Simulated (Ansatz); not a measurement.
# Tl: the cost of one run

Computed with Ansatz 0.2.0 (reference: DFT r2SCAN, plane waves, PAW, scalar-relativistic, no spin polarisation, unless a step's input says otherwise).

This is Tl in the fcc structure; at room conditions it is hcp.

## (1) Starting point

The structure is cubic, space group Fm-3m (No. 225). The conventional cell has a = 4.966 Å, b = 4.966 Å, c = 4.966 Å, α = 90.00°, β = 90.00°, γ = 90.00°. Tl (site symmetry m-3m) has 12 Tl at 3.51 Å as nearest neighbours.

Coordinates:

```cif
data_structure
_symmetry_space_group_name_H-M 'P 1'
_symmetry_Int_Tables_number 1
_cell_length_a 3.5115
_cell_length_b 3.5115
_cell_length_c 3.5115
_cell_angle_alpha 60.000
_cell_angle_beta 60.000
_cell_angle_gamma 60.000
_cell_volume 30.62
loop_
_atom_site_label
_atom_site_type_symbol
_atom_site_fract_x
_atom_site_fract_y
_atom_site_fract_z
_atom_site_occupancy
Tl1 Tl 0.00000 0.00000 0.00000 1
```

## (2) Baseline

The input, input.yaml:

```yaml
crystal:
  lattice:
    - [0.0, 2.483022, 2.483022]
    - [2.483022, 0.0, 2.483022]
    - [2.483022, 2.483022, 0.0]
  atoms:
    - { symbol: Tl, position: [0.0, 0.0, 0.0] }
  symmetry: { tolerance: 0.0003 }
kpoints:
  mp_grid: { grid: [6, 6, 6], shift: [0, 0, 0] }
magnetization:
  spin_polarized: false
scf:
  occupations: { method: fermi_dirac }
hamiltonian:
  pseudopotentials: { kind: paw }
  xc: r2scan
basis:
  ecutwfc: 500
output:
  forces: true
  stress: true
  eigenvalues: true
```

Launch:

```sh
$ ansatz run input.yaml --threads 1 --pin off --max-ram 2560MiB --backend cpu --events-out ev --progress --plain --runs-dir out
```

**Question.** How long does this run take on 1 thread of an x86-64 CPU, shared host, and how much memory does it need?

About 1.5 s, with a peak of 0.42 GiB.
